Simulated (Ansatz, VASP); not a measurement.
# One calculation of SiC (Moissanite), two programs

```xyz
4
Lattice="3.0760 0.0000 0.0000 -1.5380 2.6639 0.0000 0.0000 0.0000 5.0480" Properties=species:S:1:pos:R:3 pbc="T T T"
Si    0.0000    1.7759    0.0000
Si    1.5380    0.8880    2.5240
C     0.0000    1.7759    1.9435
C     1.5380    0.8880    4.4675
```

Alike in both runs: task relaxation of cell and atoms; functional revPBE; dispersion D3(BJ); k mesh 12 × 12 × 4; no spin polarisation.

|  | VASP | Ansatz |
| --- | --- | --- |
| version | VASP 6.6.1 | Ansatz 0.2.0 |
| potentials or method | VASP PAW PBE potentials, release 64 (Si, C) | plane waves, PAW |
| plane-wave cutoff (eV) | 600 | 420 |
| occupations | gaussian, width 0.01 eV | fixed |
| valence electrons in the cell | 16 | 16 |

|  | VASP | Ansatz | Ansatz less VASP |
| --- | --- | --- | --- |
| relaxed volume (Å³/atom) | 10.15 | 10.17 | +0.027 |
| relaxed cell length with the largest relative difference (Å) | 5.016 | 5.021 | +0.0047 |
| energy change over the relaxation (meV/atom) | -12 | -11 | +0.6 |

Caveats: the PAW data sets were made with another functional, which shifts forces and pressure a little (VASP). A k mesh can miss the band edges.
